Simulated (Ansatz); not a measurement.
# W in Au(111), 2x2: scattering by a point defect

How strong a scatterer is W in Au(111), 2x2, and does relaxation matter?

Main program and level: Ansatz 0.2.0; Ansatz plane-wave DFT, PBE, PAW files; ballistic transport by layer matching (Landauer), zero bias, in the first sound run; inputs show where later runs differ.

This is a report of a sequence of runs, with most program output left out.

## Step 1: Starting point

The cell holds 44 atoms: 43 Au and 1 W. Its edges and angles: a = 5.768 Å, b = 5.768 Å, c = 25.954 Å, α = 86.8°, β = 93.2°, γ = 120.0°. It derives from Au. Regions: lead, 24 atoms (24 Au); scattering region, 20 atoms (19 Au and 1 W). The structure is stacked along c, and the current runs across the ab planes.

## Step 2: Transmission at ideal sites

The defect sits in one plane of the supercell, all atoms on ideal sites; the layers about the cell's end are the lead. The mesh across the current, 12×12, is finer than the density's, because channels open and close sharply across the zone. Energies from -0.1 to 0.1 eV in steps of 0.05 eV are too few for the program's thermal sum, so it prints no conductance; for a metal the transmission near the Fermi level serves, at a fraction of the cost.

input.yaml reads:

```yaml
crystal:
  lattice:
    - [5.7675164607, 0.0, 0.0]
    - [-2.8837582304, 4.9948157718, 0.0]
    - [-1.4418791152, 0.8324692953, 25.9003660885]
  atoms:
    - { symbol: Au, position: [0.0075757576, 0.9924242424, 0.0454545455] }
    - { symbol: Au, position: [0.0075757576, 0.4924242424, 0.0454545455] }
    - { symbol: Au, position: [0.5075757576, 0.9924242424, 0.0454545455] }
    - { symbol: Au, position: [0.5075757576, 0.4924242424, 0.0454545455] }
    - { symbol: Au, position: [0.1893939394, 0.3106060606, 0.1363636364] }
    - { symbol: Au, position: [0.1893939394, 0.8106060606, 0.1363636364] }
    - { symbol: Au, position: [0.6893939394, 0.3106060606, 0.1363636364] }
    - { symbol: Au, position: [0.6893939394, 0.8106060606, 0.1363636364] }
[... 32 atom lines left out ...]
    - { symbol: Au, position: [0.3257575758, 0.1742424242, 0.9545454545] }
    - { symbol: Au, position: [0.3257575758, 0.6742424242, 0.9545454545] }
    - { symbol: Au, position: [0.8257575758, 0.1742424242, 0.9545454545] }
    - { symbol: Au, position: [0.8257575758, 0.6742424242, 0.9545454545] }
kpoints:
  mp_grid: { grid: [5, 5, 1] }
hamiltonian:
  xc: pbe
scf:
  occupations: { method: fermi_dirac, width: 0.1 }
output:
  transmission: { leads: [[0, 4]], kmesh: [12, 12], e_range: [-0.1, 0.1], de: 0.05 }
  write_potential: true
  write_density: true
  volumetric_format: npy
  elf: true
```

On the command line:

```console
$ ansatz run input.yaml --threads 8 --pin off --max-ram 15360MiB --backend cpu --events-out ev --progress --plain --runs-dir out
```

The job ended after 6 min (8 threads of Arm Neoverse V1, shared host; peak memory 11 GiB).

This run has no spin polarisation although its electron count is odd.

Numbers from this step:

```yaml
free_energy: -575802.2357 eV
energy_at_zero_smearing: -575801.8910 eV
fermi_energy: 20.81 eV
cell_area: 28.81 Å²
transmission_per_spin_nearest_the_fermi_level: 1.185
open_channels_per_spin_nearest_the_fermi_level: 3.188
step_of_the_lead_s_potential: 9.7 meV
```

Per spin. Table of transmission, zone mean by energy, zero at the Fermi level:

| energy (eV) | transmission, zone mean |
| --- | --- |
| -0.1000 | 1.23 |
| -0.0500 | 1.23 |
| 0.0000 | 1.19 |
| 0.0500 | 1.11 |
| 0.1000 | 1.06 |

Per spin. The open channels, zone mean, lead by energy, zero at the Fermi level:

| energy (eV) | open channels, zone mean, lead |
| --- | --- |
| -0.1000 | 3.19 |
| -0.0500 | 3.19 |
| 0.0000 | 3.19 |
| 0.0500 | 3.19 |
| 0.1000 | 3.15 |

Transmission over k1 and k2. At 0.0000 eV from the Fermi level.

Values, 12 rows by 12 columns:
```
0.38 1.49 0.69 1.40 1.40 0.68 1.49 0.38 1.02 0.92 0.91 1.01
1.04 0.69 2.32 0.78 1.10 0.78 2.31 0.69 1.05 0.94 0.11 0.91
1.21 1.40 0.78 1.77 1.09 1.10 1.76 0.78 1.41 1.21 0.94 0.92
1.05 1.40 1.10 1.09 2.04 2.14 2.04 1.09 1.11 1.41 1.05 1.02
0.38 0.68 0.78 1.10 2.14 1.84 1.83 2.14 1.09 0.78 0.69 0.38
1.47 1.49 2.31 1.76 2.04 1.83 0.73 1.83 2.04 1.76 2.31 1.49
0.38 0.38 0.69 0.78 1.09 2.14 1.83 1.84 2.14 1.10 0.78 0.68
1.05 1.02 1.05 1.41 1.11 1.09 2.04 2.14 2.04 1.09 1.10 1.40
1.21 0.92 0.94 1.21 1.41 0.78 1.76 1.10 1.09 1.77 0.78 1.40
1.04 0.91 0.11 0.94 1.05 0.69 2.31 0.78 1.10 0.78 2.32 0.69
0.38 1.01 0.91 0.92 1.02 0.38 1.49 0.68 1.40 1.40 0.69 1.49
1.47 0.38 1.04 1.21 1.05 0.38 1.47 0.38 1.05 1.21 1.04 0.38
```
Columns: k1 (b1) from -0.5 to 0.417; rows upwards: k2 (b2) from -0.5 to 0.417.

Open channels over k1 and k2. At 0.0000 eV from the Fermi level.

Ten even steps from '_' (3.00) to '@' (4.00):
```
__@@________@@__________
____@@______@@__________
______@@____@@__________
________@@__@@__________
________________________
@@@@@@@@@@______@@@@@@@@
________________________
____________@@__@@______
____________@@____@@____
____________@@______@@__
____________@@________@@
@@__________@@__________
```
Columns: k1 (b1) from -0.5 to 0.417; rows upwards: k2 (b2) from -0.5 to 0.417.

Electrostatic potential energy in the ca plane at fractional y = 0.083, with atoms of W and Au within 0.2 Å of it. With pseudopotentials it is smooth inside the atoms' cores, unlike the true potential.

Ten even steps from '0' (-29 eV) to '9' (23 eV), each cell a mean:
```
99985113799989999999998300027999999999999961
99971001599999999999998300028999999999889984
99961001699999999999999520269998899987568998
99984114899877999988899876789987789974236999
99998678998434799866799999999976679974237999
89999999997323799866799987889987789986568997
89999889997535899988899742368998899999899972
99997446899878999999998400027999999999999961
99973002699999999999997200017999999999999972
99961000599999999999998300037999999998778986
99972002699988999998998642478988889985347999
99986446898656899877899987899986689973236999
99999889997323799866799999999986689985347998
89999999997323799877899976789988899998789984
99998778998656899988999620158999999999999961
```
Columns run along c (16.0 Å, from fractional 0.15 to 0.76 of the cell; values clipped at the 3rd and 97th percentile), rows up along a (5.8 Å). Atoms in or near the plane, at fractional coordinates: W at (0.50, 0.42), Au at (0.50, 0.92).

ELF in the ca plane at fractional y = 0.083, with atoms of W and Au within 0.2 Å of it. It is the smooth field of the valence electrons, not physical close to the nuclei.

Ten even steps from '0' (0.12) to '9' (0.70), each cell a mean:
```
11125775311221100011112589863111100001111137
11136897411111000011112689862111110011221125
11137887411111100111112467642112211123442112
11125765211233211222211234321123321135664211
11112332113565311234321233322234431135663111
21001111113665311244322122212233321124442123
21001222113554311222232157621222210012221136
11113554211232100111221587872221100001111147
11136886411111000011222870682221100001111136
11137997421111000011221697861221110012332124
11136886311222100112231257511322321124553111
11124554212444211233322122212234431135664211
11011221113665311244322233321234421125653112
21001111113665311233211234321122221113332125
11012332112443211122111467652111110001111137
```
Columns run along c (16.0 Å, from fractional 0.15 to 0.76 of the cell), rows up along a (5.8 Å). Atoms in or near the plane, at fractional coordinates: W at (0.50, 0.42), Au at (0.50, 0.92).

Valence density in the ca plane at fractional y = 0.083, with atoms of W and Au within 0.2 Å of it. It is the smooth field of the valence electrons, not physical close to the nuclei.

Ten steps, logarithmic in the rise over the least value, from '0' (0 e/Å³) to '9' (12 e/Å³), each cell a mean:
```
11135776421222100011113699973111100001111247
11147998521111000011113699973111110012221136
11247998521111100112112578752122221124553223
11136776312343211233211244421134432236764211
21113443213565321344321122211234532236764212
21001221124676422344321123211234421124543124
21001232123565311233211356532122210012221147
21124665312343200122112577752111100001111248
11136887421111000011112677863111100001111247
11247998521111000011112577752112210013432124
11147887421222100122211356531123321135664212
11124664212454311244321122211234432246764211
21012222123676422345321122211234432235653213
21001121124676421344311234431123321123432135
21012443213454211122212478752111110001111247
```
Columns run along c (16.0 Å, from fractional 0.15 to 0.76 of the cell), rows up along a (5.8 Å). Atoms in or near the plane, at fractional coordinates: W at (0.50, 0.42), Au at (0.50, 0.92).

Over the solved energies the transmission per spin lies between 1.06 and 1.23, out of 3.18 channels of the lead on average (up to 3.19).

## Step 3: Resistance at ideal sites

This step: Ansatz plane-wave DFT, PBE, PAW files; ballistic transport by layer matching (Landauer), zero bias; area resistance of the defect plane and resistivity an atomic per cent (Ansatz 0.2.0).

Numbers from this step:

```
area resistance                                                                                 : 1.993 fΩ m²
T over the leads' mean channel count                                                            : 0.3692
resistivity per at.% scaled from this dense plane, with the factor 3/4 for isotropic scattering : 25.39 µΩ cm
```

Averaged over the energies near the Fermi level, 36.9 % of the channels pass, which makes 1.99 fΩ m².

By hand, with T and the leads' channels N averaged over the energies near the Fermi level: RA = A (h/2e²)(1/T − 1/N) = 28.81×10⁻²⁰ m² × 12 906 Ω × (1/1.177 − 1/3.188) = 1.99 fΩ m². Per atomic per cent: RA × A / V_atom × 0.01 × 3/4 = 25.4 µΩ cm, with the host's V_atom = 16.96 Å³.

## Step 4: Relaxing the neighbours

The neighbours of the defect are let go while the lead's layers stay on their sites, since a lead must repeat to 0.01 Å.

This step: Ansatz plane-wave DFT, PBE, PAW files; relaxation with the lead's layers held (Ansatz 0.2.0).

input.yaml: that of step 2 with these lines changed.

```diff
@@ -56,7 +56,6 @@
   occupations: { method: fermi_dirac, width: 0.1 }
-output:
-  transmission: { leads: [[0, 4]], kmesh: [12, 12], e_range: [-0.1, 0.1], de: 0.05 }
-  write_potential: true
-  write_density: true
-  volumetric_format: npy
-  elf: true
+relax:
+  f_tol: 0.03
+  max_steps: 40
+  constraints:
+    - { sites: [0, 1, 2, 3, 4, 5, 6, 7, 8, 9, 10, 11, 32, 33, 34, 35, 36, 37, 38, 39, 40, 41, 42, 43] }
```

Wall time 2.8 min (8 threads); peak memory 11 GiB; 22 min of CPU time.

The steps of the relaxation:

| step | energy less that of the first step (eV) | largest force component (eV/Å) |
| --- | --- | --- |
| 1 | 0.0000 | 0.3498 |
| 2 | 0.0682 | 0.5522 |
| 3 | -0.0758 | 0.0325 |
| 4 | -0.0762 | 0.0034 |

Relaxation step 2 was tried and not accepted.

Forces are held to the 4 operations that the run works with; a distortion that breaks them can't arise in this run.

The atoms that moved most (Å):

| atom | dx | dy | dz | length |
| --- | --- | --- | --- | --- |
| Au17 | 0.021 | -0.012 | 0.050 | 0.056 |
| Au27 | -0.021 | 0.012 | -0.050 | 0.056 |
| Au18 | 0.005 | 0.016 | 0.052 | 0.054 |
| Au19 | -0.012 | -0.012 | 0.052 | 0.054 |
| Au28 | -0.005 | -0.016 | -0.052 | 0.054 |
| Au25 | 0.012 | 0.012 | -0.052 | 0.054 |
| Au26 | -0.004 | 0.002 | 0.037 | 0.038 |
| Au20 | 0.004 | -0.002 | -0.037 | 0.038 |

Numbers from this step:

```
free energy             : -575802.3120 eV
energy at zero smearing : -575801.9688 eV
```

The largest force component on a free atom ends at 0.0034 eV/Å, under the tolerance of 0.03, after 4 steps.

## Step 5: Transmission after relaxation, relaxed yes

The transmission is solved again on the relaxed atoms.

This step: Ansatz plane-wave DFT, PBE, PAW files; ballistic transport by layer matching (Landauer), zero bias (Ansatz 0.2.0).

input.yaml reads:

```yaml
crystal:
  lattice:
    - [5.7675164608, 0.0, 0.0]
    - [-2.8837582304, 4.9948157717, 0.0]
    - [-1.4418791152, 0.8324692953, 25.9003660885]
  atoms:
    - { symbol: Au, position: [0.0075757576, 0.9924242424, 0.0454545455] }
    - { symbol: Au, position: [0.0075757576, 0.4924242424, 0.0454545455] }
    - { symbol: Au, position: [0.5075757576, 0.9924242424, 0.0454545455] }
    - { symbol: Au, position: [0.5075757576, 0.4924242424, 0.0454545455] }
    - { symbol: Au, position: [0.1893939394, 0.3106060606, 0.1363636364] }
    - { symbol: Au, position: [0.1893939394, 0.8106060606, 0.1363636364] }
    - { symbol: Au, position: [0.6893939394, 0.3106060606, 0.1363636364] }
    - { symbol: Au, position: [0.6893939394, 0.8106060606, 0.1363636364] }
[... 32 atom lines left out ...]
    - { symbol: Au, position: [0.3257575758, 0.1742424242, 0.9545454545] }
    - { symbol: Au, position: [0.3257575758, 0.6742424242, 0.9545454545] }
    - { symbol: Au, position: [0.8257575758, 0.1742424242, 0.9545454545] }
    - { symbol: Au, position: [0.8257575758, 0.6742424242, 0.9545454545] }
kpoints:
  mp_grid: { grid: [5, 5, 1] }
hamiltonian:
  xc: pbe
scf:
  occupations: { method: fermi_dirac, width: 0.1 }
output:
  transmission:
    leads: [[0, 4]]
    kmesh: [10, 10]
    e_range: [-0.05, 0.05]
    de: 0.05
  write_potential: true
  write_density: true
  volumetric_format: npy
```

Elapsed: 4.4 min, on 8 threads; peak memory 11 GiB; 28 min of CPU time.

Numbers from this step:

```
free energy                                    : -575802.3119 eV
energy at zero smearing                        : -575801.9687 eV
transmission per spin nearest the Fermi level  : 1.173
open channels per spin nearest the Fermi level : 3.17
step of the lead's potential                   : 10.7 meV
```

Per spin. The transmission, zone mean by energy, zero at the Fermi level:

| energy (eV) | transmission, zone mean |
| --- | --- |
| -0.0500 | 1.23 |
| 0.0000 | 1.17 |
| 0.0500 | 1.09 |

Transmission over k1 and k2. At 0.0000 eV from the Fermi level.

Values, 10 rows by 10 columns:
```
0.27 1.48 1.21 1.29 1.21 1.49 0.29 1.06 0.40 1.05
1.05 1.21 1.99 0.88 0.89 1.97 1.22 1.06 0.53 0.40
1.06 1.29 0.88 1.85 1.91 1.86 0.88 1.31 1.06 1.06
0.28 1.21 0.89 1.91 1.81 1.81 1.90 0.88 1.22 0.29
1.46 1.49 1.97 1.86 1.81 0.76 1.81 1.86 1.97 1.49
0.28 0.29 1.22 0.88 1.90 1.81 1.81 1.91 0.89 1.21
1.06 1.06 1.06 1.31 0.88 1.86 1.91 1.85 0.88 1.29
1.05 0.40 0.53 1.06 1.22 1.97 0.89 0.88 1.99 1.21
0.27 1.05 0.40 1.06 0.29 1.49 1.21 1.29 1.21 1.48
1.45 0.27 1.05 1.06 0.28 1.46 0.28 1.06 1.05 0.27
```
Columns: k1 (b1) from -0.5 to 0.4; rows upwards: k2 (b2) from -0.5 to 0.4.

Over the solved energies the transmission per spin lies between 1.09 and 1.23, out of 3.20 channels of the lead on average (up to 3.21).

## Step 6: Resistance after relaxation

This step: Ansatz plane-wave DFT, PBE, PAW files; ballistic transport by layer matching (Landauer), zero bias; area resistance of the defect plane and resistivity an atomic per cent (Ansatz 0.2.0).

Numbers from this step:

| Property | Result |
| --- | --- |
| area resistance | 2.030 fΩ m² |
| T over the leads' mean channel count | 0.3643 |
| resistivity per at.% scaled from this dense plane, with the factor 3/4 for isotropic scattering | 25.86 µΩ cm |

Averaged over the energies near the Fermi level, 36.4 % of the channels pass, which makes 2.03 fΩ m², against 1.99 on ideal sites.

## Step 7: Results

```json
{"share of channels that pass, rigid": "0.369", "area resistance, rigid": "1.99 fΩ m²", "resistivity per at.% from the area resistance, times 3/4, rigid": "25.4 µΩ cm", "share of channels that pass, relaxed": "0.364", "area resistance, relaxed": "2.03 fΩ m²", "resistivity per at.% from the area resistance, times 3/4, relaxed": "25.9 µΩ cm"}
```

In words: The plane of defects adds 2.0 fΩ m². Scaled to one atomic per cent that is 34 µΩ cm as it stands and 26 with the factor 3/4 for isotropic scattering on a spherical Fermi surface; with the reflection in place of the resistance taken as linear in the density it would be 9.4. These are rough estimates of the dilute value, not bounds. One W in each 2x2 cell reflects 64 % of the lead's channels. The relaxed cell differs by 1.8 % in resistance; between the two runs the lead's own channel count goes from 3.19 to 3.20, so sampling may have a part in it. The defects form a dense periodic sheet that scatters coherently, unlike a dilute random alloy. T and N are means over the solved energies nearest the Fermi level. Spin-orbit coupling is left out, which matters for Au and W.

[Logs are printed without paths, hosts, clocks, repeated set-up lines and the standing remarks that a program may print on its own settings, such as how far it seeks lower states.]

[Hosts, paths, dates, database ids (printed as entryN), source tags and the programs' standing remarks are cut or masked in the printed files.]
